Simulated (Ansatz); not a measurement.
What strain does to BN (NiAs type)

BN built on the NiAs prototype, relaxed with r2SCAN in the PAW code Ansatz. The symmetry is P6_3/mmc (No. 194, hexagonal); conventional cell a = 2.491 Å, c = 4.001 Å, 5.38 Å³ an atom. B is surrounded by 6 N at 1.75 Å; N is surrounded by 6 B at 1.75 Å.

The axes x, y and z are those of this cell:
```
CELL_PARAMETERS angstrom
2.49134 0.00000 0.00000
-1.24567 2.15756 0.00000
0.00000 0.00000 4.00106
ATOMIC_POSITIONS crystal
B 0.00000 0.00000 0.00000
B 0.00000 0.00000 0.50000
N 0.33333 0.66667 0.25000
N 0.66667 0.33333 0.75000
```

Unstrained: PBE gives an indirect gap of 1.582 eV, from Γ–M (0.33 of the way from Γ) to K; the least direct gap is 5.229 eV at k = (1/4, 1/4, 1/6). r2SCAN gives an indirect gap of 1.824 eV, from Γ–M (0.36 of the way from Γ) to K; the least direct gap is 5.674 eV at k = (1/4, 1/4, 1/6). HSE06 gives an indirect gap of 2.598 eV, from Γ–M (0.36 of the way from Γ) to K; the least direct gap is 6.557 eV at k = (1/4, 1/4, 1/6). Meshes: PBE 12×12×6, r2SCAN 12×12×6, HSE06 9×9×4. Strains are changes of length per length, and xy shears are angles. After each strain the atoms were relaxed again with r2SCAN within the symmetry that the strain leaves, so tilts or polar shifts that break it weren't tested; points keep the names that they have in the unstrained zone. The calculation is spin-unpolarised, and the structure need not be a phase that has been made.

Changes of the least gap in eV (an overlap counts as a negative gap):
```csv
strain,volume change (%),space group,PBE,r2SCAN,HSE06,"energy rise, r2SCAN (meV/atom)"
"xy shear, engineering strain (angle) +1.11 %",0.0,P2_1/m,–,-0.020,-0.019,0.3
uniaxial -0.58 % along z,-0.6,P6_3/mmc,–,+0.108,+0.108,0.7
```

Xy shear, engineering strain (angle) +1.11 %. HSE06: the gap goes from 2.598 to 2.579 eV (-0.019 eV); the edges go from Γ–M (0.36) → K to Γ–M (0.37) → (1/3, 0.341, 0). Stress change with r2SCAN, compression positive: xx +0.07, yy +0.18, zz +0.03, xy -1.44 GPa.

Uniaxial -0.58 % along z, other directions held. HSE06: the gap goes from 2.598 to 2.706 eV (+0.108 eV). Stress change with r2SCAN, compression positive: xx +0.22, yy +0.22, zz +6.93 GPa.

Where an edge lies off the special points, it is a point of the mesh or the k point where a search put PBE's edge or least direct gap, reused for the other functionals, whose own edges may lie a little apart.

Coordinates of k points refer to the reciprocal vectors of the primitive cell of the runs.

The meshes of the hybrids are coarse, so their gaps aren't converged to the digits shown.
